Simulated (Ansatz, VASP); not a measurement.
# One calculation of Hg2Se, two programs

The input INCAR:

```
SYSTEM = Hg2Se
ALGO = Normal ; EDIFF = 1E-6
EDIFFG = -0.01 ; ENCUT = 600
GGA = PE ; IBRION = 2
ISIF = 3 ; ISMEAR = 0
LASPH = .TRUE. ; LCHARG = .FALSE.
LREAL = .FALSE. ; LWAVE = .FALSE.
NELM = 100 ; NSW = 100
PREC = Accurate ; SIGMA = 0.1
```

File KPOINTS:

```
k-points
0
G
  12 12 10
  0 0 0
```

Contents of POSCAR:

```
Hg2Se
1.0
    4.1358897945      0.0000000000      0.0000000000
   -2.0679448972      3.5817856293      0.0000000000
    0.0000000000      0.0000000000      5.1818396971
Hg Se
2 1
Direct
    0.6666666667      0.3333333333      0.1833726577
    0.3333333333      0.6666666667      0.8166273423
    0.0000000000      0.0000000000      0.5000000000
```

Input for Ansatz:

```yaml
crystal:
  lattice:
    - [4.1358897945, 0.0, 0.0]
    - [-2.0679448972, 3.5817856293, 0.0]
    - [0.0, 0.0, 5.1818396971]
  atoms:
    - { symbol: Hg, position: [0.6666666667, 0.3333333333, 0.1833726577] }
    - { symbol: Hg, position: [0.3333333333, 0.6666666667, 0.8166273423] }
    - { symbol: Se, position: [0.0, 0.0, 0.5] }
basis:
  ecutwfc: 420
kpoints:
  mp_grid: { grid: [12, 12, 10] }
hamiltonian:
  xc: pbe
scf:
  occupations: { method: gaussian, width: 0.1 }
output:
  forces: true
  stress: true
  eigenvalues: true
  write_density: true
  write_potential: true
  elf: true
  volumetric_format: npy
relax:
  adjacent_minimum: "off"
  f_tol: 0.01
  max_steps: 80
  cell: { stress_tol: 0.05 }
```

Change from the starting cell: species swapped into the SnBr2 type (P-3m1, No. 164).

Alike in both runs: task relaxation of cell and atoms; functional PBE; k mesh 12 × 12 × 10; occupations gaussian, width 0.1 eV; no spin polarisation.

|  | VASP | Ansatz |
| --- | --- | --- |
| version | VASP 6.6.1 | Ansatz 0.2.0 |
| potentials or method | VASP PAW PBE potentials, release 64 (Hg, Se) | scalar-relativistic, plane waves, PAW |
| plane-wave cutoff (eV) | 600 | 420 |
| valence electrons in the cell | 30 | 56 |

|  | VASP | Ansatz | Ansatz less VASP |
| --- | --- | --- | --- |
| gap on the k mesh at the Fermi level, each at its own relaxed structure (eV) | none | none | - |
| relaxed volume (Å³/atom) | 25.74 | 25.55 | -0.191 |
| relaxed cell length with the largest relative difference (Å) | 4.165 | 4.153 | -0.0116 |

A gap of «none» marks a metal or a gap that the smearing closes. The two sets of potentials don't hold the same shells in valence.

Spin-orbit coupling is left out, which matters for the levels of Hg.
